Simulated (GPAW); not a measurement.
A run of GPAW 26.7.0 is set up as follows.

The input run.py:

```python
from ase import Atoms
from ase.filters import FrechetCellFilter
from ase.io import write
from ase.optimize import BFGS
from gpaw import GPAW, PW

atoms = Atoms(['Te'],
              cell=[[2.3059043427, 1.331314493, 1.6909537039],
                    [-2.3059043427, 1.331314493, 1.6909537039],
                    [0.0, -2.662628986, 1.6909537039]],
              scaled_positions=[[0.5, 0.5, 0.5]],
              pbc=True)

calc = GPAW(mode=PW(600),
            xc='RPBE',
            kpts={'size': (9, 9, 9), 'gamma': True},
            occupations={'name': 'fermi-dirac', 'width': 0.05},
            nbands=9,
            convergence={'density': 1e-05, 'forces': 0.0001},
            maxiter=150,
            txt='gpaw.txt')
atoms.calc = calc
opt = BFGS(FrechetCellFilter(atoms), trajectory='relax.traj', logfile='-')
done = opt.run(fmax=0.02, steps=60)
calc.write('gs.gpw')
write('result.traj', atoms)
print('Converged:', done)
print('Cell:', atoms.cell.cellpar().round(4))
print('Volume:', round(atoms.get_volume(), 4))
print(atoms.get_scaled_positions().round(5))
```

Potentials or basis: the program's PAW data sets (release 1.2.1) made for this functional, pw.

Launch:

```bash
$ OMP_NUM_THREADS=1 python run.py
```

**Question.** Predict the space group after relaxing (to 0.05 Å).

**Answer.** R-3m (No. 166).

**Question.** What does it give for the relaxed cell?

**Answer.** a = 3.226 Å, b = 3.226 Å, c = 3.226 Å, α = 91.07°, β = 91.07°, γ = 91.07°.

Final structure:
```yaml
crystal:
  lattice:
    - [2.30203, 1.32908, 1.82727]
    - [-2.30203, 1.32908, 1.82727]
    - [0.00000, -2.65816, 1.82727]
  atoms:
    - { symbol: Te, position: [0.50000, 0.50000, 0.50000] }
```

Caveat: later steps reuse the first step's grids. Spin-orbit coupling is left out, which matters for the levels of Te.
